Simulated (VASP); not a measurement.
# H: single point with LDA

The system is H, in a box.

```xyz
1
Lattice="10.5000 0.0000 0.0000 0.0000 11.0000 0.0000 0.0000 0.0000 11.5000" Properties=species:S:1:pos:R:3 pbc="T T T"
H     5.2500    5.5500    5.7500
```

```json
{
 "Program": "VASP 6.6.1",
 "Task": "single point",
 "Functional": "LDA",
 "Potentials or basis": "VASP PAW LDA potentials, release 64 (H)",
 "Cutoff": "400 eV",
 "k mesh": "1 × 1 × 1",
 "Occupations": "gaussian, width 0.01 eV",
 "Spin": "collinear spin, ferromagnetic start",
 "Starting moments": "[1.1] μB",
 "Fixed moment": "1 μB"
}
```

```
Net moment                                            : 1.00 μB per cell
Site moments                                          : H +0.36 μB
Valence electrons inside the program's atomic spheres : H 0.36
```

Run time: 14 s on 1 thread of Intel(R) Xeon(R) 6975P-C (Granite Rapids) (shared host), peak memory 0.6 GiB.

Caveat: the total moment is fixed, so each spin has its own Fermi level.
